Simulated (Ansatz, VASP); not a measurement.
CuO (Tenorite) in VASP and in Ansatz

```
Cu O
1.0
     2.36018   -1.72475    0.00000
     2.36018    1.72475    0.00000
    -0.86625    0.00000    5.09294
Cu O
2 2
Cartesian
  0.7470 -0.8513 2.5465
  1.1801 0.8513 0.0000
  1.6530 0.2860 3.8386
  2.0861 -0.2860 1.2921
```

Change from the starting cell: volume scaled by 1.02.

Alike in both runs: task single point; functional PBEsol; k mesh 10 × 10 × 5; occupations fermi-dirac, width 0.05 eV; no spin polarisation.

```csv
,VASP,Ansatz
version,VASP 6.6.1,Ansatz 0.2.0
potentials or method,"VASP PAW PBE potentials, release 64 (Cu, O)",Ansatz PAW
plane-wave cutoff (eV),520,420
valence electrons in the cell,34,50
```

```tsv
	VASP	Ansatz	Ansatz less VASP
gap on the k mesh at the Fermi level (eV)	none	none	-
pressure (GPa)	-5.4	-6.0	-0.61
largest component of the traceless stress (GPa)	2.63	2.97	+0.349
rms of the force components (eV/Å)	0.412	0.407	-0.0053
```

Atom by atom the forces differ by 0.021 eV/Å (rms over components). A gap of «none» marks a metal or a gap that the smearing closes. The two sets of potentials don't hold the same shells in valence.

Caveats: the run has no spin polarisation, though such a crystal can be magnetic; semilocal functionals often make such compounds metallic where correlation or magnetic order opens a gap, which also shifts bond lengths; the PAW data sets were made with another functional, which shifts forces and pressure a little (VASP); the pressure holds a Pulay correction of +0.7 GPa for the finite cutoff (Ansatz); the PAW data sets come from PBE, with cores solved anew for the run's functional, which leaves a small shift of forces and pressure (Ansatz).
